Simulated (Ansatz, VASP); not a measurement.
# Mg in VASP and in Ansatz

```
Mg
1.0
     0.00000    3.11155    3.11155
     3.11155    0.00000    3.11155
     3.11155    3.11155    0.00000
Mg
2
Direct
  0.87500 0.87500 0.87500
  0.12500 0.12500 0.12500
```

Alike in both runs: functional PBE; k mesh 11 × 11 × 11; occupations fermi-dirac, width 0.08 eV; no spin polarisation.

Ansatz relaxed the structure, and its values are those at the end. VASP's run is a single point on that final structure, the one shown.

```csv
,VASP,Ansatz
version,VASP 6.6.1,Ansatz 0.2.0
potentials or method,"VASP PAW PBE potentials, release 64 (Mg), cutoff 520 eV","all-electron LAPW, scalar-relativistic"
```

```tsv
	VASP	Ansatz	Ansatz less VASP
pressure (GPa)	5.7	5.7	-0.02
```

Ansatz ran all-electron here, so the differences hold the error of VASP's frozen core and of both bases.
